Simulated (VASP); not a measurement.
# N in VASP: settings compared

The runs below take N through relaxation of the atoms, single point, with PBE+D3(BJ), PBE, RPBE.

All numbers are computed with VASP 6.6.1; they aren't measurements. Logs are shortened: lines on timing, memory, paths and dates and some standing lists are left out, and cuts for length are marked.

### Step 1. The structure

The cell holds a molecule in a box, 1 atom: a = 10.500 Å, b = 11.000 Å, c = 11.500 Å, α = 90.00°, β = 90.00°, γ = 90.00°.

### Step 2. Relaxation of the atoms, PBE+D3(BJ), collinear spin, ferromagnetic start

Input file INCAR:

```
  PREC = Accurate
  ENCUT = 400
  EDIFF = 1E-6
  ISMEAR = 0
  SIGMA = 0.01
  LREAL = False
  LASPH = True
  NELM = 80
  ALGO = Normal
  ISIF = 2
  LWAVE = False
  LCHARG = False
  ISPIN = 2
  MAGMOM = 3.1
  LORBIT = 11
  NUPDOWN = 3
  GGA = PE
  IVDW = 12
  IBRION = 2
  NSW = 120
  EDIFFG = -0.03
  ISYM = 0
```

Input file KPOINTS:

```
Automatic mesh
0
Gamma
  1 1 1
```

Input file POSCAR:

```
N
1.0
   10.5000000000      0.0000000000      0.0000000000
    0.0000000000     11.0000000000      0.0000000000
    0.0000000000      0.0000000000     11.5000000000
N
1
Selective dynamics
Direct
    0.5000000000      0.5045454545      0.5000000000  F F F
```

Potentials or basis: VASP PAW PBE potentials, release 64 (N).

Command:

```console
$ cat potpaw_PBE.64/N/POTCAR > POTCAR
$ mpirun -np 4 vasp_gam > vasp.out
```

OUTCAR:

```text
PREC = Accurate
   ENCUT = 400
   EDIFF = 1E-6
   ISMEAR = 0
   LREAL = False
   LASPH = True
   NELM = 80
   ISIF = 2
   ISPIN = 2
   LORBIT = 11
   NUPDOWN = 3
   GGA = PE
   IVDW = 12
   IBRION = 2
   NSW = 120
   EDIFFG = -0.03
   ISYM = 0
 IVDW          = 12

 ion  position               nearest neighbor table
   1  0.500  0.505  0.500-

IMPORTANT INFORMATION: All symmetrisations will be switched off!
NOSYMM: (Re-)initialisation of all symmetry stuff for point group C_1.

----------------------------------------------------------------------------------------

                                     Primitive cell

  volume of cell :    1328.2500

  direct lattice vectors                    reciprocal lattice vectors
    10.500000000  0.000000000  0.000000000     0.095238095  0.000000000  0.000000000
     0.000000000 11.000000000  0.000000000     0.000000000  0.090909091  0.000000000
     0.000000000  0.000000000 11.500000000     0.000000000  0.000000000  0.086956522

  length of vectors
    10.500000000 11.000000000 11.500000000     0.095238095  0.090909091  0.086956522

  position of ions in fractional coordinates (direct lattice)
     0.500000000  0.504545454  0.500000000

  ion indices of the primitive-cell ions
   primitive index   ion index
                 1           1

----------------------------------------------------------------------------------------

 KPOINTS: Automatic mesh

Automatic generation of k-mesh.
 Grid dimensions read from file:
 generate k-points for:    1    1    1

 Generating k-lattice:

  Cartesian coordinates                     Fractional coordinates (reciprocal lattice)
     0.095238095  0.000000000  0.000000000     1.000000000  0.000000000  0.000000000
     0.000000000  0.090909091  0.000000000     0.000000000  1.000000000  0.000000000
     0.000000000  0.000000000  0.086956522     0.000000000  0.000000000  1.000000000

  Length of vectors
     0.095238095  0.090909091  0.086956522

  Shift w.r.t. Gamma in fractional coordinates (k-lattice)
     0.000000000  0.000000000  0.000000000

 Subroutine IBZKPT returns following result:
 ===========================================

 Found      1 irreducible k-points:

 Following reciprocal coordinates:
            Coordinates               Weight
  0.000000  0.000000  0.000000      1.000000
   k-points           NKPTS =      1   k-points in BZ     NKDIM =      1   number of bands    NBANDS=      8
   number of dos      NEDOS =    301   number of ions     NIONS =      1
   total plane-waves  NPLWV = 403200
   dimension x,y,z NGX =    70 NGY =   72 NGZ =   80
   dimension x,y,z NGXF=   140 NGYF=  144 NGZF=  160
   ions per type =               1
   NGX,Y,Z   is equivalent  to a cutoff of  11.08, 10.88, 11.56 a.u.
   NGXF,Y,Z  is equivalent  to a cutoff of  22.17, 21.76, 23.13 a.u.
 SYSTEM =  unknown system
   PREC   = accura    normal or accurate (medium, high low for compatibility)
   ISTART =      0    job   : 0-new  1-cont  2-samecut
   ICHARG =      2    charge: 1-file 2-atom 10-const
   ISPIN  =      2    spin polarized calculation?
   LNONCOLLINEAR =      F non collinear calculations
   LSORBIT =      F    spin-orbit coupling
   LASPH  =      T    aspherical Exc in radial PAW
   ENCUT  =  400.0 eV  29.40 Ry    5.42 a.u.  17.12 17.94 18.75*2*pi/ulx,y,z
   NELM   =     80;   NELMIN=  2; NELMDL= -5     # of ELM steps
   EDIFF  = 0.1E-05   stopping-criterion for ELM
   LREAL  =      F    real-space projection
   EDIFFG = -.3E-01   stopping-criterion for IOM
   NSW    =    120    number of steps for IOM
   IBRION =      2    ionic relax: 0-MD 1-quasi-New 2-CG
   NFREE  =      1    steps in history (QN), initial steepest desc. (CG)
   ISIF   =      2    stress and relaxation
   ISYM   =      0    0-nonsym 1-usesym 2-fastsym
   POTIM  = 0.5000    time-step for ionic-motion
   TEBEG  =    0.0;   TEEND  =   0.0 temperature during run
   PSTRESS=    0.0 pullay stress
   NELECT =       5.0000    total number of electrons
   NUPDOWN=       3.0000    fix difference up-down
   EMIN   =  10.00;   EMAX   =-10.00  energy-range for DOS
   EFERMI =   0.00;   METHOD = LEGACY
   ISMEAR =     0;   SIGMA  =   0.01  broadening in eV -4-tet -1-fermi 0-gaus
   EFERMI_NEDOS =   21; number of points for ismear=-14 and -15
   IALGO  =     38    algorithm
   IMIX   =      4    mixing-type and parameters
     AMIX     =   0.40;   BMIX     =  1.00
     AMIX_MAG =   1.60;   BMIX_MAG =  1.00
  volume/ion in A,a.u.               =    1328.25      8963.47
  Fermi-wavevector in a.u.,A,eV,Ry     =   0.254666  0.481250  0.882405  0.064855
  Thomas-Fermi vector in A             =   1.076068
   LORBIT       =     11    0 simple, 1 ext, 2 COOP (PROOUT), +10 PAW based schemes
   GGA     = PE    functional components
   LHFCALC =     F    Hartree Fock is set to
   AEXX    =    0.0000 exact exchange contribution
   IVDW    =    12    specifies the selected vdW correction
   LEPSILON=     F    determine dielectric tensor
   LRPA    =     F    only Hartree local field effects (RPA)
 conjugate gradient relaxation of ions
 spin polarized calculation
 Gauss-broadening in eV      SIGMA  =   0.01
  energy-cutoff  :      400.00
  volume of cell :     1328.25
 maximum number of plane-waves:     12033
 NGX is ok and might be reduce to    70
   NGX = 35   NGY = 35   NGZ = 37

 number of electron       4.9999998 magnetization       3.0000033

 Free energy of the ion-electron system (eV)
  ---------------------------------------------------
  ext. energy  EPLUGINS =         0.00000000
  ---------------------------------------------------
  free energy    TOTEN  =        -3.11129688 eV

  energy without entropy =       -3.11129688  energy(sigma->0) =       -3.11129688

 E-fermi : -15.2084     XC(G=0):  -0.3364

 val. band max:       -8.2312886518   @ k =   0.0000   0.0000   0.0000
 cond. band min:      -4.0783286011   @ k =   0.0000   0.0000   0.0000
 fundamental gap:      4.1529600507
 Fermi energy:        -8.1790358231

 spin component 1

 k-point     1 :       0.0000    0.0000    0.0000
  band No.  band energies     occupation
      1     -19.8326      1.00000
      2      -8.2315      1.00000
      3      -8.2313      1.00000
      4      -8.2313      1.00000
      5      -0.4179      0.00000
      6       0.7317      0.00000
      7       0.7973      0.00000
      8       0.8841      0.00000
 Fermi energy:       -15.2083892167

 spin component 2

 k-point     1 :       0.0000    0.0000    0.0000
  band No.  band energies     occupation
      1     -15.2622      1.00000
      2      -4.0783      0.00000
      3      -4.0783      0.00000
      4      -4.0782      0.00000
      5      -0.0345      0.00000
      6       1.1048      0.00000
      7       1.1352      0.00000
      8       1.2344      0.00000

------------------------ aborting loop because EDIFF is reached ----------------------------------------

 Edisp (eV)   -0.00004

 E8    (eV) :    -0.0000

  FORCE on cell =-STRESS in cart. coord.  units (eV):
  Direction    XX          YY          ZZ          XY          YZ          ZX
  --------------------------------------------------------------------------------------
  -------------------------------------------------------------------------------------
  Total      -0.53842    -0.54275    -0.54160     0.00000     0.00000     0.00000
  in kB      -0.64946    -0.65468    -0.65330     0.00000     0.00000     0.00000
  external pressure =       -0.65 kB  Pullay stress =        0.00 kB

 VOLUME and BASIS-vectors are now :
 -----------------------------------------------------------------------------
  energy-cutoff  :      400.00
  volume of cell :     1328.25
      direct lattice vectors                 reciprocal lattice vectors
    10.500000000  0.000000000  0.000000000     0.095238095  0.000000000  0.000000000
     0.000000000 11.000000000  0.000000000     0.000000000  0.090909091  0.000000000
     0.000000000  0.000000000 11.500000000     0.000000000  0.000000000  0.086956522

 POSITION                                       TOTAL-FORCE (eV/Angst)
 -----------------------------------------------------------------------------------
      5.25000      5.55000      5.75000        -0.000000      0.000268      0.000000
 -----------------------------------------------------------------------------------
    total drift:                               -0.000000      0.000268      0.000000

  FREE ENERGIE OF THE ION-ELECTRON SYSTEM (eV)
  ---------------------------------------------------
  free  energy   TOTEN  =        -3.1113344226 eV

  energy  without entropy=       -3.1113344226  energy(sigma->0) =       -3.11133442

 reached required accuracy - stopping structural energy minimisation

 total charge

# of ion       s       p       d       tot
------------------------------------------
    1        1.379   1.859   0.000   3.238

 magnetization (x)

# of ion       s       p       d       tot
------------------------------------------
    1        0.037   1.859   0.000   1.896
```

OSZICAR:

```text
N       E                     dE             d eps       ncg     rms          rms(c)
DAV:   1     0.323624377145E+02    0.32362E+02   -0.66882E+02    40   0.197E+02
DAV:   2     0.124194560937E+02   -0.19943E+02   -0.19943E+02    48   0.339E+01
[... 15 lines left out ...]
DAV:  18    -0.311127262401E+01   -0.27024E-04   -0.23099E-07    32   0.292E-03    0.253E-04
DAV:  19    -0.311128772461E+01   -0.15101E-04   -0.46251E-07    40   0.265E-03    0.168E-04
DAV:  20    -0.311129184236E+01   -0.41177E-05   -0.13050E-07    32   0.157E-03    0.104E-04
DAV:  21    -0.311129489019E+01   -0.30478E-05   -0.20622E-08    32   0.732E-04    0.489E-05
DAV:  22    -0.311129644459E+01   -0.15544E-05   -0.13292E-08    40   0.557E-04    0.303E-05
DAV:  23    -0.311129687607E+01   -0.43148E-06   -0.15494E-09    48   0.226E-04
   1 F= -.31113344E+01 E0= -.31113344E+01  d E =-.311133E+01  mag=     3.0000
```

Wall time 20 s (4 MPI ranks of Intel Xeon 6975P-C (Granite Rapids), shared host); peak memory 0.36 GiB.

Results:

| Item | Value |
| --- | --- |
| Free energy | -3.1113 eV |
| Net moment | 3.00 μB per cell |
| Site moments | N +1.90 μB |
| Valence electrons inside the program's atomic spheres | N 3.24 |
| Dispersion energy per atom | 0.000 eV |

Final structure:
```cif
data_structure
_symmetry_space_group_name_H-M 'P 1'
_symmetry_Int_Tables_number 1
_cell_length_a 10.5000
_cell_length_b 11.0000
_cell_length_c 11.5000
_cell_angle_alpha 90.000
_cell_angle_beta 90.000
_cell_angle_gamma 90.000
_cell_volume 1328.25
loop_
_atom_site_label
_atom_site_type_symbol
_atom_site_fract_x
_atom_site_fract_y
_atom_site_fract_z
_atom_site_occupancy
N1 N 0.50000 0.50455 0.50000 1
```

Caveat: the cutoff is under 1.25 times the usual one of these potentials, so pressure, stress and relaxed cells hold a basis-set (Pulay) error; the relaxation stopped at its first step, so nothing moved; the total moment is fixed, so each spin has its own Fermi level.

### Step 3. Single point, PBE, collinear spin, ferromagnetic start

Input file INCAR:

```
SYSTEM = N
PREC = Accurate ; ENCUT = 400
EDIFF = 1E-6 ; ISMEAR = 0
SIGMA = 0.01 ; LREAL = .FALSE.
LASPH = .TRUE. ; NELM = 80
ALGO = Normal ; ISIF = 2
LWAVE = .FALSE. ; LCHARG = .FALSE.
ISPIN = 2 ; MAGMOM = 3.1
LORBIT = 11 ; NUPDOWN = 3
GGA = PE ; ISYM = 0
```

Input file KPOINTS:

```
regular mesh
0
G
  1 1 1
  0 0 0
```

Input file POSCAR:

```
N                                       
1.0
   10.5000000000      0.0000000000      0.0000000000
    0.0000000000     11.0000000000      0.0000000000
    0.0000000000      0.0000000000     11.5000000000
  N             
     1
Selective dynamics
Direct
     0.5000000000000000    0.5045454544999970    0.5000000000000000   F   F   F
```

Potentials or basis: VASP PAW PBE potentials, release 64 (N).

Command:

```console
$ cat potpaw_PBE.64/N/POTCAR > POTCAR
$ mpirun -np 4 vasp_gam > vasp.out
```

Wall time 20 s (4 MPI ranks of Intel Xeon 6975P-C (Granite Rapids), shared host); peak memory 0.36 GiB.

Results (log left out):

* Free energy: -3.1113 eV
* Net moment: 3.00 μB per cell
* Site moments: N +1.90 μB
* Valence electrons inside the program's atomic spheres: N 3.24

Caveat: the cutoff is under 1.25 times the usual one of these potentials, so pressure, stress and relaxed cells hold a basis-set (Pulay) error; the total moment is fixed, so each spin has its own Fermi level.

### Step 4. Single point, RPBE, collinear spin, ferromagnetic start

INCAR: that of step 3 with these lines changed.

```diff
@@ -9,2 +9,2 @@
 LORBIT = 11 ; NUPDOWN = 3
-GGA = PE ; ISYM = 0
+GGA = RP ; ISYM = 0
```

KPOINTS is that of step 3.

POSCAR is that of step 3.

Command:

```console
$ cat potpaw_PBE.64/N/POTCAR > POTCAR
$ mpirun -np 4 vasp_gam > vasp.out
```

Wall time 20 s (4 MPI ranks of Intel Xeon 6975P-C (Granite Rapids), shared host); peak memory 0.36 GiB.

It converged, with:

```
Free energy                                           : -3.1549 eV
Net moment                                            : 3.00 μB per cell
Site moments                                          : N +1.89 μB
Valence electrons inside the program's atomic spheres : N 3.24
```

Caveat: the cutoff is under 1.25 times the usual one of these potentials, so pressure, stress and relaxed cells hold a basis-set (Pulay) error; the PAW data sets were made with another functional, which shifts forces and pressure a little; the total moment is fixed, so each spin has its own Fermi level.

### Step 5. The runs side by side

```tsv
task	level	cell	atoms held fixed (from 0)	moment (μB)
relaxation of the atoms	PBE+D3(BJ)	atoms relaxed	[0]	3.00
single point	PBE	as given	-	3.00
single point	RPBE	as given	-	3.00
```

Alike in all rows: potentials or basis VASP PAW PBE potentials, release 64 (N); spin collinear, ferromagnetic start; fixed moment (μB) 3; k mesh 1 × 1 × 1; cutoff (eV) 400; smearing gaussian 0.01 eV.

Caveats: the cutoff is under 1.25 times the usual one of these potentials, so pressure, stress and relaxed cells hold a basis-set (Pulay) error; the total moment is fixed, so each spin has its own Fermi level; the relaxation stopped at its first step, so nothing moved (some runs); the PAW data sets were made with another functional, which shifts forces and pressure a little (some runs).

Total energies depend on the potentials used, so only differences within one code and one set of settings carry meaning.
